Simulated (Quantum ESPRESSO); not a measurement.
A calculation with Quantum ESPRESSO 7.5 of Sb (ASE script, structure from a POSCAR):

run.py

```python
import numpy as np
from ase.calculators.espresso import Espresso, EspressoProfile
from ase.io import read

atoms = read('POSCAR')

input_data = {
    'control': {'calculation': 'scf', 'prefix': 'pwscf', 'outdir': './tmp', 'tprnfor': True, 'tstress': True, 'disk_io': 'nowf'},
    'system': {'ecutwfc': 45.0, 'ecutrho': 360.0, 'nbnd': 22, 'occupations': 'smearing', 'smearing': 'fd', 'degauss': 0.00367493},
    'electrons': {'conv_thr': 4e-10, 'electron_maxstep': 120, 'mixing_beta': 0.5},
}
pseudopotentials = {'Sb': 'sb_pbesol_v1.4.uspp.F.UPF'}
profile = EspressoProfile(command='mpirun -n 2 pw.x -nk 2', pseudo_dir='pseudo')
dft = Espresso(profile=profile, input_data=input_data, pseudopotentials=pseudopotentials, kpts=(8, 8, 8), koffset=(0, 0, 0))
atoms.calc = dft

print(f'energy {atoms.get_potential_energy():.8f} eV')
print('forces (eV/A)')
print(np.round(atoms.get_forces(), 6))
print('stress (eV/A^3, Voigt)')
print(np.round(atoms.get_stress(), 8))
print(f'Fermi level {dft.get_fermi_level():.4f} eV')
```

Contents of POSCAR:

```
Sb
1.0
    2.1542000000      1.2437279499      3.7580000000
   -2.1542000000      1.2437279499      3.7580000000
    0.0000000000     -2.4874558998      3.7580000000
Sb
2
Direct
    0.7665100000      0.7665100000      0.7665100000
    0.2334900000      0.2334900000      0.2334900000
```

Potentials or basis: GBRV 1.5 PBEsol.

The run is started by

```console
$ OMP_NUM_THREADS=1 python run.py
```

Write the same calculation in another form: native input, structure typed inline.

As run:

pw.in

```
&CONTROL
  calculation = 'scf'
  prefix = 'pwscf'
  outdir = './tmp'
  pseudo_dir = './pseudo'
  tprnfor = .true.
  tstress = .true.
  disk_io = 'low'
/
&SYSTEM
  ibrav = 0
  celldm(1) = 8
  nat = 2
  ntyp = 1
  ecutwfc = 45
  ecutrho = 360
  nbnd = 22
  occupations = 'smearing'
  smearing = 'fd'
  degauss = 0.00367493
/
&ELECTRONS
  conv_thr = 4d-10
  electron_maxstep = 120
  mixing_beta = 0.5
/
ATOMIC_SPECIES
Sb   121.7600 sb_pbesol_v1.4.uspp.F.UPF
CELL_PARAMETERS alat
  0.5088560022086   0.2937881498567   0.8876988470430
 -0.5088560022086   0.2937881498567   0.8876988470430
  0.0000000000000  -0.5875762997133   0.8876988470430
ATOMIC_POSITIONS crystal
Sb     0.7665100000    0.7665100000    0.7665100000
Sb     0.2334900000    0.2334900000    0.2334900000
K_POINTS automatic
8 8 8 0 0 0
```

The input pp_density.in:

```
&INPUTPP
  prefix = 'pwscf'
  outdir = './tmp'
  filplot = 'density.dat'
  plot_num = 0
/
&PLOT
  nfile = 1
  filepp(1) = 'density.dat'
  iflag = 3
  output_format = 6
  fileout = 'density.cube'
/
```

File pp_potential.in:

```
&INPUTPP
  prefix = 'pwscf'
  outdir = './tmp'
  filplot = 'potential.dat'
  plot_num = 11
/
&PLOT
  nfile = 1
  filepp(1) = 'potential.dat'
  iflag = 3
  output_format = 6
  fileout = 'potential.cube'
/
```

Potentials or basis: GBRV 1.5 PBEsol.

The run is started by

```sh
$ OMP_NUM_THREADS=1 mpirun -n 2 pw.x -nk 2 -in pw.in > pw.out
$ OMP_NUM_THREADS=1 mpirun -n 1 pp.x -in pp_density.in > pp_density.out
$ OMP_NUM_THREADS=1 mpirun -n 1 pp.x -in pp_potential.in > pp_potential.out
```

Both were run:

|  | ASE script, structure from a POSCAR | native input, structure typed inline |
| --- | --- | --- |
| Pressure | -0.1 GPa | -0.1 GPa |
| Largest force | 0.111 eV/Å | 0.111 eV/Å |
| Band gap on the k mesh | none (metal or under the smearing width) | none (metal or under the smearing width) |

Keys that steer only the numerical path or the files written may differ.
